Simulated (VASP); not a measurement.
A run of VASP 6.6.1 is set up as follows.

File POSCAR:

```
H24CO11
1.0
    7.8139350000      0.0000000000      0.0000000000
    0.0000000000      7.8139350000      0.0000000000
    0.0000000000      0.0000000000      7.8139350000
O H C
11 24 1
Direct
    0.8526177912      0.0949073674      0.3295138749
    0.7047921438      0.4010911276      0.4750487430
    0.4598323380      0.7981254003      0.5447703366
   -0.0926293858      0.7361591823      0.3916592600
    0.4489159431      0.5403423499      0.2617119288
    0.6047913119      0.1699143901      0.7310145273
    0.4174337258      0.1250842245      0.4056982813
    0.1411836674      0.1690313523      0.0866784789
    0.4671781887      0.2569256079      1.0613346541
    0.7192278922      0.6871825783      0.0699775465
   -0.0296265582      0.4766356516      0.9426876471
    0.7896661541      0.1914912269      0.3900723515
    0.9358665000      0.1570399549      0.2720524294
    0.7782378533      0.5039586329      0.4768660093
    0.6006960641      0.4485832042      0.4183679542
    0.5635700834      0.8142120455      0.6130329981
    0.4687267043      0.6893453810      0.4908666376
   -0.0887900910      0.8555484529      0.4118539507
    0.0181086738      0.7089257845      0.4110604964
    0.5333932263      0.5876680571      0.1872296097
    0.4244340400      0.4431570009      0.2100094255
    0.5021413667      0.1577182303      0.6587589991
    0.6677301513      0.2560297725      0.6755111221
    0.4467531404      0.0092399028      0.4352736489
    0.3031123243      0.1147821168      0.3633252644
    0.2584485282      0.2053510811      0.0615055027
    0.1185446257      0.0662534306     -0.0012797649
    0.5001705287      0.2132472307      0.9463221795
    0.5279158324      0.1859626424      1.1400018045
    0.7923152675      0.6050856579      0.0109675855
    0.7979718285      0.7285701762      0.1570143596
    0.0446893915      0.6821786974      0.7830113765
    0.0319557304      0.3990435037      1.0213036070
    0.1611991909      0.6529488664      0.9666832396
    0.1829679924      0.5126226415      0.7938509855
    0.0936020072      0.5893957398      0.8685124716
```

The input INCAR.step1:

```
SYSTEM = H24CO11
  PREC = Accurate
  ENCUT = 520
  ISMEAR = -1
  SIGMA = 0.02
  LREAL = Auto
  LASPH = .TRUE.
  NELM = 80
  NBANDS = 71
  GGA = PE
  ALGO = Normal
  EDIFF = 1E-4
  LWAVE = .TRUE.
  LCHARG = .FALSE.
```

File INCAR.step2:

```
SYSTEM = H24CO11
  PREC = Accurate
  ENCUT = 520
  EDIFF = 1E-7
  ISMEAR = -1
  SIGMA = 0.02
  LREAL = Auto
  LASPH = .TRUE.
  NELM = 80
  ALGO = Normal
  ISIF = 2
  LWAVE = .FALSE.
  LCHARG = .TRUE.
  METAGGA = R2SCAN
  LMIXTAU = .TRUE.
  IVDW = 12
  VDW_S6 = 1.0
  VDW_S8 = 0.78981345
  VDW_A1 = 0.49484001
  VDW_A2 = 5.73083694
  LELF = .TRUE.
  LVHAR = .TRUE.
  NBANDS = 71
  ISTART = 1
```

File KPOINTS:

```
regular mesh
0
G
  1 1 1
  0 0 0
```

Potentials or basis: VASP PAW PBE potentials, release 64 (O, H, C).

Run with:

```console
$ cat potpaw_PBE.64/O/POTCAR potpaw_PBE.64/H/POTCAR potpaw_PBE.64/C/POTCAR > POTCAR
$ cp INCAR.step1 INCAR
$ mpirun -np 1 vasp_gam > vasp.out
$ cp INCAR.step2 INCAR
$ mpirun -np 1 vasp_gam > vasp.out
```

Question: What does it give for the band gap on the k mesh?

Answer: 4.93 eV, direct.

Question: What does it give for the pressure?

Answer: 0.7 GPa.

Forces in eV/Å, atoms in the order of the input:
```
O   -2.383  0.374  2.086
O   -0.016  1.309 -0.139
O    0.474  1.040  0.835
O   -3.142 -0.184 -0.505
O    0.613  4.713  3.630
O   -1.892 -1.538  0.785
O    0.242  0.611  0.074
O   -1.286 -2.748 -2.256
O   -0.216 -0.180 -1.452
O    0.056  0.089  0.156
O   -0.200 -0.038  0.213
H    0.555 -1.281 -0.629
H    1.893  0.838 -1.452
H   -0.208 -0.699 -0.012
H    0.379 -0.613 -0.019
H   -0.528 -0.186 -0.282
H    0.057 -0.741 -0.625
H   -0.767  1.803 -0.070
H    3.863 -1.540  0.498
H    1.139  0.968 -0.752
H   -1.499 -5.346 -2.655
H    0.716  0.126  0.144
H    0.829  1.370 -0.847
H    0.221 -0.850  0.178
H   -0.553  0.112 -0.286
H    0.575 -0.049  0.162
H    0.523  2.911  2.458
H    0.339  0.572  0.339
H    0.291 -0.474  0.735
H   -0.038 -0.316 -0.110
H   -0.295  0.100  0.194
H   -1.221  0.606 -0.545
H   -0.454  0.197 -0.670
H    0.843  0.748  0.915
H    0.353  0.008 -0.088
C    0.738 -1.713 -0.007
```

Caveat: the PAW data sets were made with another functional, which shifts forces and pressure a little. r2SCAN opens gaps a little over a GGA but as a rule still falls short of measured ones.
